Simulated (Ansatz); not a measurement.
WSe2: do energies and stresses tell the same story?

Level of theory: DFT PBEsol, scalar-relativistic, plane waves, PAW (Ansatz).

Settings: cutoff 420 eV, Γ-centred mesh 12×12×2 on the computed 3-atom cell, Gaussian smearing of 0.02 eV; no spin polarisation.

Relaxed cell: P-6m2, a = 3.270 Å, b = 3.270 Å, c = 16.661 Å, α = 90.00°, β = 90.00°, γ = 120.00°, 3 atoms in the primitive cell. This form isn't the usual stable structure of the compound.

Energies at zero smearing and pressures from the stress tensor, at volumes with shape and atoms relaxed:
```csv
V (Å³/atom),E − E(first) (meV/atom),P (GPa)
48.351,0.00,-0.002
49.894,0.00,-0.001
51.437,0.00,-0.004
52.980,0.00,-0.001
54.524,0.00,-0.001
```

**Question.** Check P = −dE/dV between neighbouring volumes, and get the bulk modulus from the pressures alone.

**Answer.** With 1 eV/Å³ = 160.2 GPa:
```
middle V (Å³/atom)  −ΔE/ΔV (GPa) mean P (GPa)
            49.123         0.000        -0.001
            50.666         0.000        -0.003
            52.209         0.000        -0.003
            53.752         0.000        -0.001
```

The two differ by 0.003 GPa at most. The mean of two end pressures misses the average over a step by about ΔV² P″/12, up to 0.002 GPa here; with that taken off 0.003 GPa remains, from the finite cutoff, the mesh or the relaxation's tolerance. Around V = 52.980 Å³/atom, the two neighbours give B = −V ΔP/ΔV = 52.980 × -0.003 / 3.086 = -0.1 GPa, against B0 = 0.0 GPa from the Birch–Murnaghan fit of the energies, which describes these points poorly (B0' = -30.5).

Spin–orbit coupling is left out, which can shift energies with elements as heavy as these. The cell holds layers, and where no dispersion correction was added their binding is poorly described.